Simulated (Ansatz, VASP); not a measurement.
# One calculation of TiAl, two programs

POSCAR

```
TiAl
1.0
    3.1790640000      0.0000000000      0.0000000000
    0.0000000000      3.1790640000      0.0000000000
    0.0000000000      0.0000000000      3.1790640000
Ti Al
1 1
Direct
    0.0000000000      0.0000000000      0.0000000000
    0.5000000000      0.5000000000      0.5000000000
```

INCAR.step1

```
  PREC = Accurate
  ENCUT = 520
  EDIFF = 1E-5
  ISMEAR = 1
  SIGMA = 0.05
  LREAL = F
  LASPH = T
  NELM = 100
  ALGO = Normal
  ISIF = 2
  LWAVE = T
  GGA = PE
  NBANDS = 14
```

Contents of INCAR.step2:

```
  PREC = Accurate
  ENCUT = 520
  EDIFF = 1E-7
  ISMEAR = 1
  SIGMA = 0.05
  LREAL = F
  LASPH = T
  NELM = 100
  ALGO = Normal
  ISIF = 2
  LWAVE = F
  LCHARG = T
  GGA = PE
  LHFCALC = T
  AEXX = 0.25
  HFSCREEN = 0.3
  PRECFOCK = Normal
  LELF = T
  LVHAR = T
  ISTART = 1
  NBANDS = 14
```

KPOINTS

```
Automatic mesh
0
Gamma
  6 6 6
```

Contents of input.yaml:

```yaml
crystal:
  lattice:
    - [3.179064, 0.0, 0.0]
    - [0.0, 3.179064, 0.0]
    - [0.0, 0.0, 3.179064]
  atoms:
    - { symbol: Ti, position: [0.0, 0.0, 0.0] }
    - { symbol: Al, position: [0.5, 0.5, 0.5] }
hamiltonian:
  xc: { exchange: pbe, correlation: pbe, exx: { coeff: 0.25, omega: 0.3 } }
  pseudopotentials: { kind: paw, level: accurate }
kpoints:
  mp_grid: { grid: [6, 6, 6] }
scf:
  occupations: { method: cold, width: 0.05 }
  lower_state_search: "off"
output:
  forces: true
  stress: true
  eigenvalues: true
```

The cell comes from a database or a generator and needn't be the stable form of this composition.

Alike in both runs: task single point; functional PBE-based screened hybrid; k mesh 6 × 6 × 6; no spin polarisation.

|  | VASP | Ansatz |
| --- | --- | --- |
| version | VASP 6.6.1 | Ansatz 0.2.0 |
| potentials or method | VASP PAW PBE potentials, release 64 (Ti_sv, Al) | Ansatz PAW earlier set |
| plane-wave cutoff (eV) | 520 | 1050 |
| occupations | methfessel-paxton of order 1, width 0.05 eV | cold, width 0.05 eV |
| valence electrons in the cell | 15 | 23 |

```csv
,VASP,Ansatz,Ansatz less VASP
gap on the k mesh at the Fermi level (eV),none,none,-
pressure (GPa),-1.9,-1.7,+0.21
```

A gap of «none» marks a metal or a gap that the smearing closes. The two sets of potentials don't hold the same shells in valence.

Caveats: the PAW data sets were made with another functional, which shifts forces and pressure a little (VASP); the PAW data sets come from PBE, with cores solved anew for the run's functional, which leaves a small shift of forces and pressure (Ansatz); the thresholds are loose for stress (Ansatz).
